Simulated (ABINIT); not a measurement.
# AlN (F-43m) in ABINIT: notebook

The runs below take AlN through band structure, equation of state, with LDA, PBE, RPBE.

Everything below comes from runs of ABINIT 10.8.3 (patched build). Logs are shortened: lines on timing, memory, paths and dates and some standing lists are left out, and cuts for length are marked. The log counts tension as positive stress, the text compression.

**1. The crystal as given**

Symmetry: F-43m, No. 216, cubic system. Conventional cell: a = 4.368 Å, b = 4.368 Å, c = 4.368 Å, α = 90.00°, β = 90.00°, γ = 90.00°. Al (site symmetry -43m) has 4 N at 1.89 Å as nearest neighbours. N (site symmetry -43m) is surrounded by 4 Al at 1.89 Å.

Measurements of this composition are mostly on another form, of space group No. 186.

**2. Band structure, LDA**

File run.abi:

```
ndtset 2

pp_dirpath "./"
pseudos "Al.hgh, N.hgh"

acell 3*1.0
rprim
     0.0000000000     4.1271496856     4.1271496856
     4.1271496856     0.0000000000     4.1271496856
     4.1271496856     4.1271496856     0.0000000000
ntypat 2
znucl 13 7
natom 2
typat 1 2
xred
     0.0000000000     0.0000000000     0.0000000000
     0.2500000000     0.2500000000     0.2500000000

ecut 1523.837630 eV

ixc 7

occopt 3
tsmear 0.00183747

nstep 100

iomode 3
prtwf 0
prteig 0
prtebands 0
prtden1 1

kptopt1 1
ngkpt1 10 10 10
nshiftk1 1
shiftk1 0.0 0.0 0.0
nband1 8
tolvrs1 1.0e-10

iscf2 -2
getden2 1
nband2 12
nbdbuf2 2
tolwfr2 1.0e-12
kptopt2 -9
ndivsm2 8
prteig2 1
prtvol2 -3
kptbounds2
     0.0000000000     0.0000000000     0.0000000000
     0.5000000000     0.0000000000     0.5000000000
     0.5000000000     0.2500000000     0.7500000000
     0.3750000000     0.3750000000     0.7500000000
     0.0000000000     0.0000000000     0.0000000000
     0.5000000000     0.5000000000     0.5000000000
     0.6250000000     0.2500000000     0.6250000000
     0.5000000000     0.2500000000     0.7500000000
     0.5000000000     0.5000000000     0.5000000000
     0.3750000000     0.3750000000     0.7500000000
```

Potentials or basis: HGH LDA.

The run is started by

```
$ abinit run.abi > log 2>&1
```

run.abo:

```text
.Version 10.8.3 of ABINIT
 DATASET    1 : space group F-4 3 m (#216); Bravais cF (face-center cubic)
================================================================================
 Values of the parameters that define the memory need for DATASET  1.
     intxc =       0    ionmov =       0      iscf =       7    lmnmax =       3
     lnmax =       3     mgfft =      40  mpssoang =       2    mqgrid =    3001
     natom =       2  nloc_mem =       1    nspden =       1   nspinor =       1
    nsppol =       1      nsym =      24    n1xccc =       0    ntypat =       2
    occopt =       3   xclevel =       1
       mpw =        2840          nfft =       64000          nkpt =          47
================================================================================
================================================================================

 DATASET    2 : space group F-4 3 m (#216); Bravais cF (face-center cubic)
================================================================================
 Values of the parameters that define the memory need for DATASET  2.
     intxc =       0    ionmov =       0      iscf =      -2    lmnmax =       3
     lnmax =       3     mgfft =      40  mpssoang =       2    mqgrid =    3001
     natom =       2  nloc_mem =       1    nspden =       1   nspinor =       1
    nsppol =       1      nsym =      24    n1xccc =       0    ntypat =       2
    occopt =       3   xclevel =       1
       mpw =        2838          nfft =       64000          nkpt =         139
================================================================================
================================================================================

--------------------------------------------------------------------------------
------------- Echo of variables that govern the present computation ------------
--------------------------------------------------------------------------------
 -outvars: echo values of preprocessed input variables --------
            acell      1.0000000000E+00  1.0000000000E+00  1.0000000000E+00 Bohr
              amu      2.69815390E+01  1.40067400E+01
             ecut      5.60000000E+01 Hartree
           getden1          0
           getden2          1
             iscf1          7
             iscf2         -2
              ixc           7
           jdtset        1    2
           kptopt1          1
           kptopt2         -9
         kptrlatt       10    0    0      0   10    0      0    0   10
          kptrlen1     5.83667106E+01
          kptrlen2     3.00000000E+01
            natom           2
            nband1          8
            nband2         12
           nbdbuf1          0
           nbdbuf2          2
           ndtset           2
           ndivsm1          0
           ndivsm2          8
            ngfft          40      40      40
             nkpt1         47
             nkpt2        139
            nstep         100
             nsym          24
           ntypat           2
           occopt           3
        prtebands           0
           prteig1          0
           prteig2          1
           prtvol1          0
           prtvol2         -3
            prtwf           0
            rprim      0.0000000000E+00  4.1271496856E+00  4.1271496856E+00
                       4.1271496856E+00  0.0000000000E+00  4.1271496856E+00
                       4.1271496856E+00  4.1271496856E+00  0.0000000000E+00
           shiftk1     0.00000000E+00  0.00000000E+00  0.00000000E+00
           shiftk2     5.00000000E-01  5.00000000E-01  5.00000000E-01
          spgroup         216
           tolvrs1     1.00000000E-10
           tolvrs2     0.00000000E+00
           tolwfr1     0.00000000E+00
           tolwfr2     1.00000000E-12
           tsmear      1.83747000E-03 Hartree
            typat      1  2
           xangst      0.0000000000E+00  0.0000000000E+00  0.0000000000E+00
[... 206 lines left out ...]
         ecut(hartree)=     56.000   => boxcut(ratio)=   2.03440
--------------------------------------------------------------------------------

================================================================================
 Non-SCF case, kpt    1 (  0.00000  0.00000  0.00000), residuals and eigenvalues=
  5.62E-13  9.55E-13  5.26E-13  6.58E-13  7.75E-13  6.37E-13  9.05E-13  4.18E-13
  4.52E-13  8.77E-13  7.07E-13  3.49E-13
 -2.4203E-01  3.0536E-01  3.0536E-01  3.0536E-01  4.6051E-01  7.5466E-01
  7.5466E-01  7.5466E-01  9.5266E-01  9.5266E-01  1.0027E+00  1.0027E+00
 Non-SCF case, kpt    2 (  0.02174  0.00000  0.02174), residuals and eigenvalues=
  4.01E-13  5.09E-13  4.78E-13  4.57E-13  8.23E-13  1.50E-13  4.31E-13  5.73E-13
  6.05E-13  7.47E-13  2.48E-13  5.61E-05
 -2.4168E-01  3.0368E-01  3.0496E-01  3.0496E-01  4.6234E-01  7.5343E-01
  7.5518E-01  7.5518E-01  9.3985E-01  9.5319E-01  1.0037E+00  1.0039E+00
 Non-SCF case, kpt    3 (  0.04348  0.00000  0.04348), residuals and eigenvalues=
  9.65E-13  8.55E-13  8.61E-13  9.76E-13  8.13E-13  6.27E-13  4.27E-13  9.92E-13
  8.91E-13  3.98E-13  1.39E-12  1.51E-07
 -2.4064E-01  2.9882E-01  3.0379E-01  3.0379E-01  4.6750E-01  7.4984E-01
[... 667 lines left out ...]
  2.60E-13  1.78E-13  5.22E-13  1.99E-13  9.06E-13  6.84E-13  1.55E-13  4.48E-13
  5.56E-13  4.33E-13  3.33E-09  1.68E-08
 -1.4277E-01  1.4022E-01  1.7282E-01  2.5749E-01  5.0837E-01  6.7274E-01
  7.6553E-01  8.0443E-01  8.6645E-01  1.0075E+00  1.1822E+00  1.2217E+00
 Non-SCF case, kpt  138 (  0.38393  0.38393  0.73214), residuals and eigenvalues=
  3.65E-13  2.48E-13  4.70E-13  5.59E-13  7.94E-13  6.53E-13  2.15E-13  6.83E-13
  1.78E-13  6.91E-13  1.07E-09  6.55E-07
 -1.4126E-01  1.4561E-01  1.6688E-01  2.5494E-01  4.9984E-01  6.7201E-01
  7.7153E-01  8.1256E-01  8.5941E-01  1.0158E+00  1.1863E+00  1.2422E+00
 Non-SCF case, kpt  139 (  0.37500  0.37500  0.75000), residuals and eigenvalues=
  3.21E-13  5.56E-13  2.66E-13  7.42E-13  4.39E-13  6.19E-13  6.95E-13  4.10E-13
  5.47E-13  9.18E-13  2.28E-09  2.11E-05
 -1.4038E-01  1.4551E-01  1.6823E-01  2.5273E-01  4.9248E-01  6.6936E-01
  7.7636E-01  8.1919E-01  8.5516E-01  1.0266E+00  1.1866E+00  1.2589E+00

--- !ResultsGS
iteration_state: {dtset: 2, }
comment   : Summary of ground state results
lattice_vectors:
- [  0.0000000,   4.1271497,   4.1271497, ]
- [  4.1271497,   0.0000000,   4.1271497, ]
- [  4.1271497,   4.1271497,   0.0000000, ]
lattice_lengths: [   5.83667,    5.83667,    5.83667, ]
lattice_angles: [ 60.000,  60.000,  60.000, ] # degrees, (23, 13, 12)
lattice_volume:   1.4059849E+02
convergence: {deltae:  0.000E+00, res2:  0.000E+00, residm:  9.989E-13, diffor:  0.000E+00, }
etotal    :  -1.21624929E+01
entropy   :   0.00000000E+00
fermie    :   3.54372970E-01
cartesian_stress_tensor: null
pressure_GPa: null
xred      :
- [  0.0000E+00,   0.0000E+00,   0.0000E+00, Al]
- [  2.5000E-01,   2.5000E-01,   2.5000E-01,  N]
cartesian_forces: null
force_length_stats: {min: null, max: null, mean: null, }
...

 Integrated electronic density in atomic spheres:
 ------------------------------------------------
 Atom  Sphere_radius  Integrated_density
    1        2.00000          1.13431568
    2        2.00000          5.35800505
================================================================================

 ----iterations are completed or convergence reached----

 Mean square residual over all n,k,spin=   53.237E-14; max=  99.894E-14
 reduced coordinates (array xred) for    2 atoms
       0.000000000000      0.000000000000      0.000000000000
       0.250000000000      0.250000000000      0.250000000000

 cartesian coordinates (angstrom) at end:
    1      0.00000000000000     0.00000000000000     0.00000000000000
    2      1.09199677906168     1.09199677906168     1.09199677906168
 length scales=  1.000000000000  1.000000000000  1.000000000000 bohr
              =  0.529177210544  0.529177210544  0.529177210544 angstroms
 Eigenvalues (hartree) for nkpt= 139  k points:
 kpt#   1, nband= 12, wtk=  1.00000, kpt=  0.0000  0.0000  0.0000 (reduced coord)
  -0.24203    0.30536    0.30536    0.30536    0.46051    0.75466    0.75466    0.75466
   0.95266    0.95266    1.00266    1.00266
 kpt#   2, nband= 12, wtk=  1.00000, kpt=  0.0217  0.0000  0.0217 (reduced coord)
  -0.24168    0.30368    0.30496    0.30496    0.46234    0.75343    0.75518    0.75518
   0.93985    0.95319    1.00374    1.00391
 kpt#   3, nband= 12, wtk=  1.00000, kpt=  0.0435  0.0000  0.0435 (reduced coord)
  -0.24064    0.29882    0.30379    0.30379    0.46750    0.74984    0.75675    0.75675
   0.91464    0.95476    1.00695    1.00695
 kpt#   4, nband= 12, wtk=  1.00000, kpt=  0.0652  0.0000  0.0652 (reduced coord)
  -0.23892    0.29148    0.30186    0.30186    0.47532    0.74419    0.75932    0.75932
   0.88648    0.95737    1.01230    1.01230
 kpt#   5, nband= 12, wtk=  1.00000, kpt=  0.0870  0.0000  0.0870 (reduced coord)
  -0.23652    0.28238    0.29923    0.29923    0.48494    0.73688    0.76282    0.76282
   0.85797    0.96103    1.01974    1.01974
 kpt#   6, nband= 12, wtk=  1.00000, kpt=  0.1087  0.0000  0.1087 (reduced coord)
  -0.23345    0.27208    0.29606    0.29606    0.49550    0.72836    0.76718    0.76718
[... 386 lines left out ...]
  -0.14707    0.12553    0.19333    0.26336    0.52873    0.66563    0.75520    0.78446
   0.88690    0.99907    1.14614    1.19796
 kpt# 136, nband= 12, wtk=  1.00000, kpt=  0.4018  0.4018  0.6964 (reduced coord)
  -0.14476    0.13295    0.18226    0.26032    0.51802    0.67076    0.75973    0.79496
   0.87576    1.00199    1.16927    1.20573
 kpt# 137, nband= 12, wtk=  1.00000, kpt=  0.3929  0.3929  0.7143 (reduced coord)
  -0.14277    0.14022    0.17282    0.25749    0.50837    0.67274    0.76553    0.80443
   0.86645    1.00752    1.18222    1.22171
 kpt# 138, nband= 12, wtk=  1.00000, kpt=  0.3839  0.3839  0.7321 (reduced coord)
  -0.14126    0.14561    0.16688    0.25494    0.49984    0.67201    0.77153    0.81256
   0.85941    1.01576    1.18632    1.24225
 kpt# 139, nband= 12, wtk=  1.00000, kpt=  0.3750  0.3750  0.7500 (reduced coord)
  -0.14038    0.14551    0.16823    0.25273    0.49248    0.66936    0.77636    0.81919
   0.85516    1.02659    1.18658    1.25895

== END DATASET(S) ==============================================================
================================================================================

 -outvars: echo values of variables after computation  --------
            acell      1.0000000000E+00  1.0000000000E+00  1.0000000000E+00 Bohr
           etotal1    -1.2162492866E+01
            fcart1    -0.0000000000E+00 -0.0000000000E+00 -0.0000000000E+00
                      -0.0000000000E+00 -0.0000000000E+00 -0.0000000000E+00
            rprim      0.0000000000E+00  4.1271496856E+00  4.1271496856E+00
                       4.1271496856E+00  0.0000000000E+00  4.1271496856E+00
                       4.1271496856E+00  4.1271496856E+00  0.0000000000E+00
           strten1     4.2912443139E-04  4.2912443139E-04  4.2912443139E-04
                       0.0000000000E+00  0.0000000000E+00  0.0000000000E+00
           xangst      0.0000000000E+00  0.0000000000E+00  0.0000000000E+00
                       1.0919967791E+00  1.0919967791E+00  1.0919967791E+00
             xred      0.0000000000E+00  0.0000000000E+00  0.0000000000E+00
                       2.5000000000E-01  2.5000000000E-01  2.5000000000E-01
 Calculation completed.
```

It took 67 s on 1 thread of Arm Neoverse V2, shared host; peak memory 0.14 GiB.

Results:

| Item | Value |
| --- | --- |
| Free energy | -330.9583 eV |
| Band gap on the k mesh | 3.25 eV, indirect (least direct gap 4.22 eV) |
| Valence electrons inside the program's atomic spheres | Al 1.13; N 5.36 |

Levels at the corners of the path, in eV from the valence-band top:
| point | band 1 | band 2 | band 3 | band 4 | band 5 | band 6 | band 7 | band 8 |
| --- | --- | --- | --- | --- | --- | --- | --- | --- |
| Γ | -14.90 | 0.00 | 0.00 | 0.00 | 4.22 | 12.23 | 12.23 | 12.23 |
| X | -12.11 | -5.00 | -1.84 | -1.84 | 3.25 | 8.36 | 13.71 | 15.48 |
| W | -12.05 | -3.88 | -3.52 | -2.79 | 6.00 | 11.27 | 11.80 | 11.84 |
| K | -12.13 | -4.35 | -3.73 | -1.43 | 5.09 | 9.91 | 12.82 | 13.98 |
| Γ | -14.90 | 0.00 | 0.00 | 0.00 | 4.22 | 12.23 | 12.23 | 12.23 |
| L | -12.77 | -5.97 | -0.51 | -0.51 | 7.22 | 9.80 | 10.96 | 10.96 |
| U | -12.13 | -4.35 | -3.73 | -1.43 | 5.09 | 9.91 | 12.82 | 13.98 |
| W | -12.05 | -3.88 | -3.52 | -2.79 | 6.00 | 11.27 | 11.80 | 11.84 |
| L | -12.77 | -5.97 | -0.51 | -0.51 | 7.22 | 9.80 | 10.96 | 10.96 |
| K | -12.13 | -4.35 | -3.73 | -1.43 | 5.09 | 9.91 | 12.82 | 13.98 |

Caveat: the cutoff is too short for stress, so the log's stress isn't used; HGH potentials are hard and often keep d shells in the core, so these values are rough.

[end of part 1 of 2]
